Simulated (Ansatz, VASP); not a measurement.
# InAs in two plane-wave programs, part 2 of 2

One calculation is typed for both programs; each brings its own data sets. How far apart do they land? The cell is taken from a series of runs on this material, whose earlier steps may have relaxed, scaled, displaced or heated it; both programs get it as it stands.

VASP 6.6.1 and Ansatz 0.2.0.

So far: Starting point; Ansatz: zone-centre phonons, PBEsol.

## 3. VASP: zone-centre phonons, PBEsol

Level of this step: PBEsol; plane waves and PAW (As, In_d) (VASP).

The same cell, functional, mesh and smearing now go to VASP, with its own data sets.

Lines of VASP's logs that name or quote its potential files are left out, and so is its time.

File INCAR:

```
SYSTEM = InAs
PREC = Accurate
ENCUT = 500
EDIFF = 1E-08
NELM = 120
ISMEAR = 1
SIGMA = 0.2
LREAL = .FALSE.
ALGO = Normal
GGA = PS
NBANDS = 15
LORBIT = 11
LWAVE = .FALSE.
LCHARG = .FALSE.
ISIF = 2
IBRION = 8
LASPH = .TRUE.
GGA_COMPAT = .FALSE.
KPAR = 2
```

File POSCAR:

```
InAs
1.0
   -0.0470086472      2.9992421676      3.0929008764
    2.9992421676     -0.0470086472      3.0929008764
    2.9522335204      2.9522335204      0.0000000000
As In
1 1
Direct
    0.7473343700      0.7473343700      0.7526656300
    0.0026656300      0.0026656300      0.9973343700
```

File KPOINTS:

```
Automatic mesh
0
Gamma
12 12 12
0 0 0
```

PAW data sets: As and In_d (PBE family, release 64).

On the command line:

```console
$ mpirun -np 2 vasp_std
```

Numbers of over 12 decimals in the logs are rounded to 6 here.

Output:

```text
[banner, memory and clock lines left out]
running    2 mpi-ranks, on    1 nodes
 distrk:  each k-point on    1 cores,    2 groups
 distr:  one band on    1 cores,    1 groups

 POSCAR found type information on POSCAR AsIn
 POSCAR found :  2 types and       2 ions
|                                                                             |
|               ----> ADVICE to this user running VASP <----                  |
|                                                                             |
|     You enforced a specific xc type in the INCAR file but a different       |
|     [... a line on the potential file left out ...]
|     I HOPE YOU KNOW WHAT YOU ARE DOING!                                     |
|                                                                             |

 LDA part: xc-table for (Slater+PW92), standard interpolation
 POSCAR, INCAR and KPOINTS ok, starting setup
 FFT: planning ... GRIDC
 FFT: planning ... GRID_SOFT
 FFT: planning ... GRID
 WAVECAR not read
 entering main loop
       N       E                     dE             d eps       ncg     rms          rms(c)
DAV:   1     0.111064519075E+03    0.11106E+03   -0.82151E+03  8428   0.126E+03
DAV:   2    -0.119432922727E+01   -0.11226E+03   -0.10809E+03  9037   0.298E+02
DAV:   3    -0.857930700427E+01   -0.73850E+01   -0.73456E+01 10850   0.784E+01
DAV:   4    -0.876663069473E+01   -0.18732E+00   -0.18727E+00 10339   0.139E+01
DAV:   5    -0.877465240107E+01   -0.80217E-02   -0.80216E-02 12754   0.243E+00    0.441E+00
DAV:   6    -0.851098406240E+01    0.26367E+00   -0.40261E-01 13273   0.120E+01    0.242E+00
DAV:   7    -0.847927815815E+01    0.31706E-01   -0.11154E-01 11888   0.345E+00    0.683E-01
DAV:   8    -0.847770904531E+01    0.15691E-02   -0.12929E-02 10857   0.138E+00    0.200E-01
DAV:   9    -0.847793627854E+01   -0.22723E-03   -0.88958E-04 10619   0.281E-01    0.112E-01
DAV:  10    -0.847800483578E+01   -0.68557E-04   -0.13106E-04 13042   0.171E-01    0.675E-02
DAV:  11    -0.847802372541E+01   -0.18890E-04   -0.55377E-05 10024   0.110E-01    0.498E-02
DAV:  12    -0.847802340235E+01    0.32305E-06   -0.60754E-06  9912   0.285E-02    0.741E-03
DAV:  13    -0.847802350337E+01   -0.10102E-06   -0.12673E-06 11172   0.627E-03    0.312E-03
DAV:  14    -0.847802342265E+01    0.80726E-07   -0.72988E-08 10236   0.261E-03    0.157E-03
DAV:  15    -0.847802347631E+01   -0.53662E-07   -0.33820E-09  8022   0.784E-04    0.464E-04
DAV:  16    -0.847802348305E+01   -0.67471E-08   -0.15899E-09  5908   0.352E-04
   1 F= -.84780235E+01 E0= -.84781531E+01  d E =0.388953E-03
 Linear response reoptimize wavefunctions to high precision
DAV:   1    -0.847802348423E+01   -0.11787E-08   -0.86764E-10  8190   0.247E-04
DAV:   2    -0.847802348423E+01    0.72760E-11   -0.11111E-10  5201   0.100E-04
 Linear response DOF=           4
 Linear response progress:
  Degree of freedom:   1/  4
       N       E                     dE             d eps       ncg     rms          rms(c)
RMM:   1    -0.465819095573E-01   -0.46582E-01    0.64665E-02 53801   0.152E+00
RMM:   2    -0.443163089440E-01    0.22656E-02    0.13726E-03 40806   0.565E-01    0.105E-01
RMM:   3    -0.449893094812E-01   -0.67300E-03   -0.18038E-03 48200   0.235E-01    0.463E-02
RMM:   4    -0.451925791615E-01   -0.20327E-03   -0.13788E-04 48648   0.778E-02    0.112E-02
RMM:   5    -0.452345783333E-01   -0.41999E-04   -0.16790E-05 50302   0.312E-02    0.493E-03
RMM:   6    -0.452210433743E-01    0.13535E-04   -0.18774E-06 48820   0.843E-03    0.149E-03
RMM:   7    -0.452190032336E-01    0.20401E-05   -0.17843E-07 53347   0.253E-03    0.953E-04
RMM:   8    -0.452196905304E-01   -0.68730E-06   -0.35620E-08 48484   0.110E-03    0.437E-04
RMM:   9    -0.452202549038E-01   -0.56437E-06   -0.65147E-09 51259   0.380E-04    0.101E-04
RMM:  10    -0.452203223182E-01   -0.67414E-07    0.37770E-08 55021   0.148E-04    0.602E-05
RMM:  11    -0.452203174471E-01    0.48711E-08   -0.30862E-08 51661   0.596E-05    0.107E-05
 first order change of Fermi-energy   0.22068E-03
 force on displaced ion       1 direction 1 :  -7.499  -0.067  -0.000
 Linear response progress:
  Degree of freedom:   2/  4
       N       E                     dE             d eps       ncg     rms          rms(c)
RMM:   1    -0.470248991649E-01   -0.47025E-01    0.63515E-02 17059   0.157E+00
RMM:   2    -0.444132197994E-01    0.26117E-02    0.13105E-03 13267   0.574E-01    0.109E-01
RMM:   3    -0.451204293436E-01   -0.70721E-03   -0.18847E-03 15434   0.241E-01    0.480E-02
RMM:   4    -0.453353648705E-01   -0.21494E-03   -0.14853E-04 15687   0.804E-02    0.115E-02
RMM:   5    -0.453754609573E-01   -0.40096E-04   -0.18004E-05 16199   0.317E-02    0.538E-03
RMM:   6    -0.453603769093E-01    0.15084E-04   -0.23104E-06 15688   0.878E-03    0.155E-03
RMM:   7    -0.453589759021E-01    0.14010E-05   -0.14189E-07 16913   0.259E-03    0.104E-03
RMM:   8    -0.453596384384E-01   -0.66254E-06   -0.41925E-08 15237   0.115E-03    0.563E-04
RMM:   9    -0.453602291790E-01   -0.59074E-06   -0.30280E-08 16281   0.411E-04    0.108E-04
RMM:  10    -0.453602861022E-01   -0.56923E-07    0.79030E-08 17555   0.155E-04    0.661E-05
RMM:  11    -0.453602896483E-01   -0.35461E-08   -0.43793E-08 16388   0.614E-05    0.141E-05
 first order change of Fermi-energy  -0.24165E+01
 force on displaced ion       1 direction 3 :   0.000   0.000  -7.786
 Linear response progress:
  Degree of freedom:   3/  4
       N       E                     dE             d eps       ncg     rms          rms(c)
RMM:   1    -0.233214758462E+00   -0.23321E+00   -0.91834E-02 35127   0.490E+00
RMM:   2    -0.235745431513E+00   -0.25307E-02   -0.13244E-02 44354   0.104E+00    0.769E-02
RMM:   3    -0.235688619728E+00    0.56812E-04   -0.15638E-03 48141   0.321E-01    0.378E-02
RMM:   4    -0.235476283598E+00    0.21234E-03   -0.14661E-04 49327   0.107E-01    0.206E-02
RMM:   5    -0.235416596217E+00    0.59687E-04   -0.25998E-05 51337   0.398E-02    0.740E-03
RMM:   6    -0.235410421306E+00    0.61749E-05   -0.30837E-06 51181   0.136E-02    0.188E-03
RMM:   7    -0.235420815851E+00   -0.10395E-04    0.53518E-07 52548   0.395E-03    0.799E-04
RMM:   8    -0.235419816740E+00    0.99911E-06    0.83615E-07 51706   0.168E-03    0.363E-04
RMM:   9    -0.235419622294E+00    0.19445E-06    0.16515E-07 54286   0.739E-04    0.927E-05
RMM:  10    -0.235419592927E+00    0.29368E-07    0.71827E-08 54872   0.313E-04    0.232E-05
RMM:  11    -0.235419688193E+00   -0.95267E-07    0.11749E-07 55387   0.154E-04    0.143E-05
RMM:  12    -0.235419730654E+00   -0.42461E-07    0.14500E-07 55404   0.874E-05    0.188E-05
RMM:  13    -0.235419746423E+00   -0.15769E-07    0.11132E-08 51530   0.565E-05    0.186E-05
RMM:  14    -0.235419740647E+00    0.57763E-08    0.49326E-08 55543   0.369E-05    0.309E-05
 first order change of Fermi-energy  -0.38825E-04
 force on displaced ion       2 direction 1 :  -7.509  -0.063  -0.006
 Linear response progress:
  Degree of freedom:   4/  4
       N       E                     dE             d eps       ncg     rms          rms(c)
RMM:   1    -0.233537682816E+00   -0.23354E+00   -0.97442E-02 11344   0.484E+00
RMM:   2    -0.235970306368E+00   -0.24326E-02   -0.13091E-02 14248   0.103E+00    0.782E-02
RMM:   3    -0.235903317599E+00    0.66989E-04   -0.15219E-03 15469   0.317E-01    0.397E-02
RMM:   4    -0.235696407789E+00    0.20691E-03   -0.14991E-04 15853   0.107E-01    0.207E-02
RMM:   5    -0.235644527875E+00    0.51880E-04   -0.26146E-05 16466   0.399E-02    0.737E-03
RMM:   6    -0.235643557097E+00    0.97078E-06   -0.32311E-06 16484   0.134E-02    0.193E-03
RMM:   7    -0.235654265087E+00   -0.10708E-04   -0.14386E-06 16790   0.401E-03    0.844E-04
RMM:   8    -0.235653100258E+00    0.11648E-05   -0.74316E-07 16645   0.171E-03    0.386E-04
RMM:   9    -0.235652729440E+00    0.37082E-06    0.42591E-08 17235   0.752E-04    0.821E-05
RMM:  10    -0.235652731085E+00   -0.16452E-08    0.20321E-07 17757   0.321E-04    0.356E-05
RMM:  11    -0.235652784706E+00   -0.53621E-07    0.24822E-07 17475   0.157E-04    0.198E-05
RMM:  12    -0.235652802906E+00   -0.18200E-07    0.14542E-07 17436   0.868E-05    0.925E-06
RMM:  13    -0.235652832953E+00   -0.30047E-07    0.40870E-08 16410   0.540E-05    0.919E-06
RMM:  14    -0.235652830853E+00    0.20997E-08    0.28968E-08 17374   0.343E-05    0.206E-06
 first order change of Fermi-energy   0.24175E+01
 force on displaced ion       2 direction 3 :   0.000   0.000  -7.772
 Linear response finished
```

From OUTCAR (step 3):

```text
ion  position               nearest neighbor table
   1  0.747  0.747  0.753-   2 2.62   2 2.62   2 2.63   2 2.63
   2  0.003  0.003  0.997-   1 2.62   1 2.62   1 2.63   1 2.63

  LATTYP: Found a body centered orthorhombic cell.
 ALAT       =     4.1750886838
 B/A-ratio  =     1.0318461577
 C/A-ratio  =     1.4815976908

 Subroutine GETGRP returns: Found  4 space group operations
 (whereof  4 operations were pure point group operations)

The static configuration has the point symmetry C_2v.

 Found    280 irreducible k-points:

   k-points           NKPTS =    280   k-points in BZ     NKDIM =    280   number of bands    NBANDS=     15

   dimension x,y,z NGX =    32 NGY =   32 NGZ =   30
   dimension x,y,z NGXF=    64 NGYF=   64 NGZF=   60

   ENCUT  =  500.0 eV  36.75 Ry    6.06 a.u.   7.86  7.86  7.61*2*pi/ulx,y,z

   NELECT =      18.0000    total number of electrons

 k-points in reciprocal lattice and weights: Automatic mesh
   0.00000000  0.00000000  0.00000000       0.001
   0.08333333 -0.00000000  0.00000000       0.002
   0.16666667 -0.00000000  0.00000000       0.002
   0.25000000 -0.00000000  0.00000000       0.002
   0.33333333 -0.00000000  0.00000000       0.002
   0.41666667 -0.00000000  0.00000000       0.002
   0.50000000 -0.00000000  0.00000000       0.001
   0.08333333  0.08333333  0.00000000       0.001
   0.16666667  0.08333333  0.00000000       0.002
[...]
0.25000000  0.25000000  0.50000000       0.001
  -0.25000000  0.25000000  0.50000000       0.001

 average (electrostatic) potential at core
       1 -49.5599       2 -96.4870

  Total        0.4225750      0.4225750      0.0307352      0.3956447      0.0000000      0.0000000
  in kB       12.1703215     12.1703215      0.8851842     11.3947171      0.0000000      0.0000000
  external PRESSURE =       8.4086091 kB  Pullay stress =       0.0000000 kB

  energy-cutoff  :      500.00
  volume of cell :       55.63
      direct lattice vectors                 reciprocal lattice vectors
    -0.047008647  2.999242168  3.092900876    -0.164136189  0.164136189  0.161660532
     2.999242168 -0.047008647  3.092900876     0.164136189 -0.164136189  0.161660532
     2.952233520  2.952233520  0.000000000     0.169363296  0.169363296 -0.161660532

 POSITION                                       TOTAL-FORCE (eV/Angst)
 -----------------------------------------------------------------------------------
      4.42835      4.42835      4.62286         0.000000      0.000000     -0.000715
      2.95223      2.95223      0.01649         0.000000      0.000000      0.000715
 -----------------------------------------------------------------------------------
    total drift:                               -0.000002     -0.000002     -0.000344

 Eigenvectors and eigenvalues of the dynamical matrix
 ----------------------------------------------------

   1 f  =    6.476127 THz    40.690706 2PiTHz  216.020346 cm-1    26.783097 meV
             X         Y         Z           dx          dy          dz
      4.428350  4.428350  4.622862    -0.000000   -0.000000    0.778175
      2.952234  2.952234  0.016489     0.000000   -0.000000   -0.628047

   2 f  =    6.387504 THz    40.133874 2PiTHz  213.064211 cm-1    26.416584 meV
             X         Y         Z           dx          dy          dz
      4.428350  4.428350  4.622862     0.549982    0.549982    0.000000
      2.952234  2.952234  0.016489    -0.444432   -0.444432   -0.000000

   3 f  =    6.331820 THz    39.784000 2PiTHz  211.206788 cm-1    26.186293 meV
             X         Y         Z           dx          dy          dz
      4.428350  4.428350  4.622862    -0.549852    0.549852    0.000000
      2.952234  2.952234  0.016489     0.444593   -0.444593    0.000000

   4 f/i=    0.001162 THz     0.007300 2PiTHz    0.038754 cm-1     0.004805 meV
             X         Y         Z           dx          dy          dz
      4.428350  4.428350  4.622862     0.444432    0.444432   -0.000000
      2.952234  2.952234  0.016489     0.549982    0.549982   -0.000000

   5 f/i=    0.002779 THz     0.017459 2PiTHz    0.092688 cm-1     0.011492 meV
             X         Y         Z           dx          dy          dz
      4.428350  4.428350  4.622862     0.000000   -0.000000    0.628047
      2.952234  2.952234  0.016489     0.000000   -0.000000    0.778175

   6 f/i=    0.003004 THz     0.018873 2PiTHz    0.100195 cm-1     0.012423 meV
             X         Y         Z           dx          dy          dz
      4.428350  4.428350  4.622862     0.444593   -0.444593   -0.000000
      2.952234  2.952234  0.016489     0.549852   -0.549852   -0.000000

 ELASTIC MODULI CONTR FROM IONIC RELAXATION (kBar)
 Direction    XX          YY          ZZ          XY          YZ          ZX
 --------------------------------------------------------------------------------
 XX          -0.7364     -0.7364     -1.5194    -12.7899      0.0000      0.0000
 YY          -0.7364     -0.7364     -1.5194    -12.7899      0.0000      0.0000
 ZZ          -1.5194     -1.5194     -3.1350    -26.3894      0.0000      0.0000
 XY         -12.7899    -12.7899    -26.3894   -222.1388      0.0000      0.0000
 YZ           0.0000      0.0000      0.0000      0.0000   -230.7497    -26.3262
 ZX           0.0000      0.0000      0.0000      0.0000    -26.3262   -220.8112
 --------------------------------------------------------------------------------
```

The gap is under twice the smearing width, so the edge states are partly filled and the run can't tell a small gap from a semimetal. Methfessel-Paxton smearing is not meant for a cell with a gap.

## 4. Side by side

Known differences besides the potentials themselves: the data sets hold 28 valence electrons in Ansatz (on its PAW soft_1 files) and 18 in VASP; the cutoff is 420 eV in Ansatz and 500 eV in VASP; Ansatz makes its cores anew for this functional, VASP keeps those of its PBE data sets. Total energies have different zeros and are not compared.

Compared:

```csv
quantity,Ansatz,VASP,difference
optical mode 1 (cm⁻¹),210.7,211.2,-0.25 %
optical mode 2 (cm⁻¹),212.6,213.1,-0.23 %
optical mode 3 (cm⁻¹),215.7,216.0,-0.17 %
```

Modes are paired by rising frequency, not by their patterns, so a pair may set unlike modes beside each other; they are those without the splitting of longitudinal modes.

## 5. Summary of results

| Quantity | Value |
| --- | --- |
| r.m.s. difference of the optical zone-centre modes, each program's sorted by frequency (zone-centre phonons, PBEsol) | 0.47 cm⁻¹ |

In words: The r.m.s. difference of the optical zone-centre modes, each program's sorted by frequency is 0.47 cm⁻¹ (zone-centre phonons, PBEsol). The data sets hold unlike numbers of valence electrons (28 in Ansatz and 18 in VASP), so part of the differences comes from the potentials. How closely two codes agree says nothing of how well the functional describes the real material.

[Lines on the potential files, build, host, timing and source positions are cut from VASP's logs without a mark.]

[Logs are printed without paths, hosts, clocks, repeated set-up lines and the standing remarks that a program may print on its own settings, such as how far it seeks lower states.]

[Hosts, paths, dates, database ids (printed as entryN), source tags and the programs' standing remarks are cut or masked in the printed files.]
